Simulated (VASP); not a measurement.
# Si in VASP: settings compared

One sheet, Si, is run at these levels: PBE, PBE+dDsC; tasks: relaxation of the atoms.

Everything below comes from runs of VASP 6.6.1. Logs are shortened: lines on timing, memory, paths and dates and some standing lists are left out, and cuts for length are marked.

### 1 The structure

The cell holds a sheet with vacuum, 2 atoms: a = 2.446 Å, b = 3.370 Å, c = 27.409 Å, α = 90.00°, β = 90.00°, γ = 90.00°.

The cell was built by a generator and needn't be a form met in nature.

### 2 Relaxation of the atoms, PBE

Input file INCAR:

```
SYSTEM = Si
  PREC = Accurate
  ENCUT = 520
  EDIFF = 1E-7
  ISMEAR = 0
  SIGMA = 0.05
  LREAL = .FALSE.
  LASPH = .TRUE.
  NELM = 100
  ALGO = Normal
  ISIF = 2
  LWAVE = .FALSE.
  LCHARG = .FALSE.
  LDIPOL = .TRUE.
  IDIPOL = 3
  DIPOL = 0.5 0.5 0.292
  GGA = PE
  IBRION = 2
  NSW = 60
  EDIFFG = -0.005
```

Input file KPOINTS:

```
regular mesh
0
G
  11 8 1
  0 0 0
```

Input file POSCAR:

```
Si
1.0
    2.4456700000      0.0000000000      0.0000000000
    0.0000000000      3.3704800000      0.0000000000
    0.0000000000      0.0000000000     27.4086300000
Si
2
Selective dynamics
Direct
    0.0000000000      0.0000000000      0.3206400000  F F F
    0.5000000000      0.5000000000      0.2631200000  T T T
```

Potentials or basis: VASP PAW PBE potentials, release 64 (Si).

Started as:

```console
> cat potpaw_PBE.64/Si/POTCAR > POTCAR
> mpirun -np 1 vasp_std > vasp.out
```

OUTCAR:

```text
SYSTEM = Si
   PREC = Accurate
   ENCUT = 520
   EDIFF = 1E-7
   ISMEAR = 0
   LREAL = .FALSE.
   LASPH = .TRUE.
   NELM = 100
   ISIF = 2
   GGA = PE
   IBRION = 2
   NSW = 60
   EDIFFG = -0.005

 ion  position               nearest neighbor table
   1  0.000  0.000  0.321-   2 2.61   2 2.61   2 2.61   2 2.61
   2  0.500  0.500  0.263-   1 2.61   1 2.61   1 2.61   1 2.61

  LATTYP: Found a simple orthorhombic cell.
 ALAT       =     2.4456700000
 B/A-ratio  =     1.3781417771
 C/A-ratio  =    11.2070025801

  Lattice vectors:

 A1 = (   2.4456700000,   0.0000000000,   0.0000000000)
 A2 = (   0.0000000000,   3.3704800000,   0.0000000000)
 A3 = (   0.0000000000,   0.0000000000,  27.4086300000)

Analysis of symmetry for initial positions (statically):
=====================================================================
 Subroutine PRICEL returns:
 Original cell was already a primitive cell.

 Routine SETGRP: Setting up the symmetry group for a
 simple orthorhombic supercell.

 Subroutine GETGRP returns: Found  8 space group operations
 (whereof  4 operations were pure point group operations)
 out of a pool of  8 trial point group operations.

The static configuration has the point symmetry C_2v.
 The point group associated with its full space group is D_2h.

Analysis of symmetry for dynamics (positions and initial velocities):
=====================================================================
 Subroutine PRICEL returns:
 Original cell was already a primitive cell.

 Routine SETGRP: Setting up the symmetry group for a
 simple orthorhombic supercell.

 Subroutine GETGRP returns: Found  8 space group operations
 (whereof  4 operations were pure point group operations)
 out of a pool of  8 trial point group operations.

The dynamic configuration has the point symmetry C_2v.
 The point group associated with its full space group is D_2h.

Analysis of constrained symmetry for selective dynamics:
=====================================================================
 Subroutine PRICEL returns:
 Original cell was already a primitive cell.

 Routine SETGRP: Setting up the symmetry group for a
 simple orthorhombic supercell.

 Subroutine GETGRP returns: Found  4 space group operations
 (whereof  4 operations were pure point group operations)
 out of a pool of  8 trial point group operations.

The constrained configuration has the point symmetry C_2v.

 Subroutine INISYM returns: Found  4 space group operations
 (whereof  4 operations are pure point group operations),
 and found     1 'primitive' translations

----------------------------------------------------------------------------------------

                                     Primitive cell

  volume of cell :     225.9316

  direct lattice vectors                    reciprocal lattice vectors
     2.445670000  0.000000000  0.000000000     0.408885909  0.000000000  0.000000000
     0.000000000  3.370480000  0.000000000     0.000000000  0.296693646  0.000000000
     0.000000000  0.000000000 27.408630000     0.000000000  0.000000000  0.036484859

  length of vectors
     2.445670000  3.370480000 27.408630000     0.408885909  0.296693646  0.036484859

  position of ions in fractional coordinates (direct lattice)
     0.000000000  0.000000000  0.320640000
     0.500000000  0.500000000  0.263120000

  ion indices of the primitive-cell ions
   primitive index   ion index
                 1           1
                 2           2

----------------------------------------------------------------------------------------

 KPOINTS: regular mesh

Automatic generation of k-mesh.
 Grid dimensions read from file:
 generate k-points for:   11    8    1

 Generating k-lattice:

  Cartesian coordinates                     Fractional coordinates (reciprocal lattice)
     0.037171446  0.000000000  0.000000000     0.090909091  0.000000000  0.000000000
     0.000000000  0.037086706  0.000000000     0.000000000  0.125000000  0.000000000
     0.000000000  0.000000000  0.036484859     0.000000000  0.000000000  1.000000000

  Length of vectors
     0.037171446  0.037086706  0.036484859

  Shift w.r.t. Gamma in fractional coordinates (k-lattice)
     0.000000000  0.000000000  0.000000000

 Subroutine IBZKPT returns following result:
 ===========================================

 Found     30 irreducible k-points:

 Following reciprocal coordinates:
            Coordinates               Weight
  0.000000  0.000000  0.000000      1.000000
  0.090909  0.000000  0.000000      2.000000
  0.181818  0.000000  0.000000      2.000000
  0.272727  0.000000  0.000000      2.000000
  0.363636  0.000000  0.000000      2.000000
  0.454545  0.000000  0.000000      2.000000
[... 16 lines left out ...]
  0.363636  0.375000  0.000000      4.000000
  0.454545  0.375000  0.000000      4.000000
 [... further k-points ...]
   k-points           NKPTS =     30   k-points in BZ     NKDIM =     30   number of bands    NBANDS=      8
   number of dos      NEDOS =    301   number of ions     NIONS =      2
   total plane-waves  NPLWV = 105840
   dimension x,y,z NGX =    18 NGY =   28 NGZ =  210
   dimension x,y,z NGXF=    36 NGYF=   56 NGZF=  420
   ions per type =               2
   NGX,Y,Z   is equivalent  to a cutoff of  12.24, 13.81, 12.74 a.u.
   NGXF,Y,Z  is equivalent  to a cutoff of  24.47, 27.62, 25.47 a.u.
 SYSTEM =  Si
   PREC   = accura    normal or accurate (medium, high low for compatibility)
   ISTART =      0    job   : 0-new  1-cont  2-samecut
   ICHARG =      2    charge: 1-file 2-atom 10-const
   ISPIN  =      1    spin polarized calculation?
   LNONCOLLINEAR =      F non collinear calculations
   LSORBIT =      F    spin-orbit coupling
   LASPH  =      T    aspherical Exc in radial PAW
   ENCUT  =  520.0 eV  38.22 Ry    6.18 a.u.   4.55  6.27 50.96*2*pi/ulx,y,z
   NELM   =    100;   NELMIN=  2; NELMDL= -5     # of ELM steps
   EDIFF  = 0.1E-06   stopping-criterion for ELM
   LREAL  =      F    real-space projection
   EDIFFG = -.5E-02   stopping-criterion for IOM
   NSW    =     60    number of steps for IOM
   IBRION =      2    ionic relax: 0-MD 1-quasi-New 2-CG
   NFREE  =      1    steps in history (QN), initial steepest desc. (CG)
   ISIF   =      2    stress and relaxation
   ISYM   =      2    0-nonsym 1-usesym 2-fastsym
   POTIM  = 0.5000    time-step for ionic-motion
   TEBEG  =    0.0;   TEEND  =   0.0 temperature during run
   PSTRESS=    0.0 pullay stress
   NELECT =       8.0000    total number of electrons
   NUPDOWN=      -1.0000    fix difference up-down
   EMIN   =  10.00;   EMAX   =-10.00  energy-range for DOS
   EFERMI =   0.00;   METHOD = LEGACY
   ISMEAR =     0;   SIGMA  =   0.05  broadening in eV -4-tet -1-fermi 0-gaus
   EFERMI_NEDOS =   21; number of points for ismear=-14 and -15
   IALGO  =     38    algorithm
   IMIX   =      4    mixing-type and parameters
     AMIX     =   0.40;   BMIX     =  1.00
     AMIX_MAG =   1.60;   BMIX_MAG =  1.00
  volume/ion in A,a.u.               =     112.97       762.33
  Fermi-wavevector in a.u.,A,eV,Ry     =   0.537583  1.015885  3.932028  0.288996
  Thomas-Fermi vector in A             =   1.563424
   LORBIT       =      0    0 simple, 1 ext, 2 COOP (PROOUT), +10 PAW based schemes
   GGA     = PE    functional components
   LHFCALC =     F    Hartree Fock is set to
   AEXX    =    0.0000 exact exchange contribution
   IVDW    =     0    specifies the selected vdW correction
   LEPSILON=     F    determine dielectric tensor
   LRPA    =     F    only Hartree local field effects (RPA)
 conjugate gradient relaxation of ions
 non-spin polarized calculation
 Gauss-broadening in eV      SIGMA  =   0.05
  energy-cutoff  :      520.00
  volume of cell :      225.93
 maximum number of plane-waves:      6156
   NGX =  9   NGY = 13   NGZ =101

--------------------------------------- Ionic step        1  -------------------------------------------

 number of electron       8.0000000 magnetization

 Free energy of the ion-electron system (eV)
  ---------------------------------------------------
  ext. energy  EPLUGINS =         0.00000000
  ---------------------------------------------------
  free energy    TOTEN  =        -9.21388233 eV

  energy without entropy =       -9.21167226  energy(sigma->0) =       -9.21277729

------------------------ aborting loop because EDIFF is reached ----------------------------------------

  FORCE on cell =-STRESS in cart. coord.  units (eV):
  Direction    XX          YY          ZZ          XY          YZ          ZX
  --------------------------------------------------------------------------------------
  -------------------------------------------------------------------------------------
  Total        0.6961538     -0.3041601      0.4229175      0.0000000      0.0000000      0.0000000
  in kB        4.9367242     -2.1569290      2.9990887      0.0000000      0.0000000      0.0000000
  external PRESSURE =       1.9262946 kB  Pullay stress =       0.0000000 kB
[... 125 lines left out ...]
  FREE ENERGIE OF THE ION-ELECTRON SYSTEM (eV)
  ---------------------------------------------------
  free  energy   TOTEN  =        -9.2246612154 eV

  energy  without entropy=       -9.2233787360  energy(sigma->0) =       -9.22401998

 dipolmoment           0.000000      0.000000      0.000001 electrons x Angstroem

--------------------------------------- Ionic step        5  -------------------------------------------

 number of electron       8.0000000 magnetization

 dipolmoment           0.000000      0.000000     -0.000002 electrons x Angstroem

 Free energy of the ion-electron system (eV)
  ---------------------------------------------------
  ext. energy  EPLUGINS =         0.00000000
  ---------------------------------------------------
  free energy    TOTEN  =        -9.22467806 eV

  energy without entropy =       -9.22339570  energy(sigma->0) =       -9.22403688

 E-fermi :  -2.7968     XC(G=0):  -2.1314

 val. band max:       -3.0283105133   @ k =   0.2727   0.2500   0.0000
 cond. band min:      -2.7967685106   @ k =   0.2727   0.1250   0.0000
 fundamental gap:      0.2315420027
 Fermi energy:        -2.7967691962

 k-point     1 :       0.0000    0.0000    0.0000
  band No.  band energies     occupation
      1     -15.4421      2.00000
      2     -10.1434      2.00000
      3      -4.8495      2.00000
      4      -3.9684      2.00000
      5      -1.3228      0.00000
      6       0.6946      0.00000
      7       1.5393      0.00000
      8       1.5408      0.00000
[... 243 lines left out ...]
 k-point    24 :       0.4545    0.3750    0.0000
  band No.  band energies     occupation
      1      -8.9103      2.00000
      2      -7.1076      2.00000
      3      -5.8729      2.00000
      4      -4.1223      2.00000
      5      -2.6440      0.00002
      6      -0.7607      0.00000
      7      -0.6644      0.00000
      8       1.1407      0.00000

 [... further k-points ...]

------------------------ aborting loop because EDIFF is reached ----------------------------------------

 vacuum level on the upper side and lower side of the slab       (xc-potential included)        -0.011        -0.012

  FORCE on cell =-STRESS in cart. coord.  units (eV):
  Direction    XX          YY          ZZ          XY          YZ          ZX
  --------------------------------------------------------------------------------------
  -------------------------------------------------------------------------------------
  Total        0.1884641     -0.4039176     -0.0038329      0.0000000      0.0000000      0.0000000
  in kB        1.3364792     -2.8643525     -0.0271807      0.0000000      0.0000000      0.0000000
  external PRESSURE =      -0.5183513 kB  Pullay stress =       0.0000000 kB
[... 17 lines left out ...]
  FREE ENERGIE OF THE ION-ELECTRON SYSTEM (eV)
  ---------------------------------------------------
  free  energy   TOTEN  =        -9.2246780642 eV

  energy  without entropy=       -9.2233957024  energy(sigma->0) =       -9.22403688

 reached required accuracy - stopping structural energy minimisation

 vacuum level on the upper side and lower side of the slab         1.895         1.895
```

Run time: 2.6 min. Hardware: 1 thread of Intel Xeon 6975P-C (Granite Rapids), shared host; peak memory 0.32 GiB.

Results:

```yaml
Free_energy: -9.2247 eV
Energy_gained_by_relaxing: 5.4 meV/atom
Ionic_steps: 5
Band_gap_on_the_k_mesh: none (metal or under the smearing width)
```

The path:
```tsv
step	energy change (eV)	largest force (eV/Å)	pressure (GPa)
1	0.0000	0.2705	0.19
2	-0.0035	0.2679	0.12
3	-0.0106	0.0474	-0.03
4	-0.0108	0.0151	-0.06
5	-0.0108	0.0001	-0.05
```

Final structure:
```xyz
2
Lattice="2.4457 0.0000 0.0000 0.0000 3.3705 0.0000 0.0000 0.0000 27.4086" Properties=species:S:1:pos:R:3 pbc="T T T"
Si    0.0000    0.0000    8.7883
Si    1.2228    1.6852    7.1532
```

### 3 Relaxation of the atoms, PBE+dDsC

Input file INCAR:

```
SYSTEM = Si
PREC = Accurate ; ENCUT = 520
EDIFF = 1E-6 ; ISMEAR = 0
SIGMA = 0.05 ; LREAL = .False.
LASPH = .True. ; NELM = 100
ALGO = Fast ; ISIF = 2
LWAVE = .False. ; LCHARG = .False.
LDIPOL = .True. ; IDIPOL = 3
DIPOL = 0.5 0.5 0.292 ; GGA = PE
IVDW = 4 ; IBRION = 2
NSW = 60 ; EDIFFG = -0.01
```

Input file KPOINTS:

```
regular mesh
0
Gamma
  11 8 1
  0 0 0
```

POSCAR is that of step 2.

Potentials or basis: VASP PAW PBE potentials, release 64 (Si).

Started as:

```console
> cat potpaw_PBE.64/Si/POTCAR > POTCAR
> mpirun -np 1 vasp_std > vasp.out
```

It took 2.4 min on 1 thread of Intel Xeon 6975P-C (Granite Rapids), shared host; peak memory 0.35 GiB.

Results (log left out):

```yaml
Free_energy: -9.5741 eV
Energy_gained_by_relaxing: 4.9 meV/atom
Ionic_steps: 5
Band_gap_on_the_k_mesh: none (metal or under the smearing width)
Dispersion_energy_per_atom: -0.175 eV
```

Step by step:
```csv
step,energy change (eV),largest force (eV/Å),pressure (GPa)
1,0.0000,0.2066,-0.05
2,-0.0026,0.2047,-0.10
3,-0.0089,0.0762,-0.23
4,-0.0031,0.3373,-0.44
5,-0.0098,0.0070,-0.27
```

Final structure:
```cif
data_structure
_symmetry_space_group_name_H-M 'P 1'
_symmetry_Int_Tables_number 1
_cell_length_a 2.4457
_cell_length_b 3.3705
_cell_length_c 27.4086
_cell_angle_alpha 90.000
_cell_angle_beta 90.000
_cell_angle_gamma 90.000
_cell_volume 225.93
loop_
_atom_site_label
_atom_site_type_symbol
_atom_site_fract_x
_atom_site_fract_y
_atom_site_fract_z
_atom_site_occupancy
Si1 Si 0.00000 0.00000 0.32064 1
Si2 Si 0.50000 0.50000 0.26126 1
```

Levels at points of the mesh, in eV from the Fermi level:
```tsv
k point	band 1	band 2	band 3	band 4	band 5	band 6	band 7	band 8
(0.00, 0.00, 0.00)	-12.64	-7.31	-2.01	-1.18	1.48	3.53	4.38	4.40
(0.00, 0.50, 0.00)	-9.71	-9.71	-3.67	-3.67	1.97	1.97	6.69	6.69
```
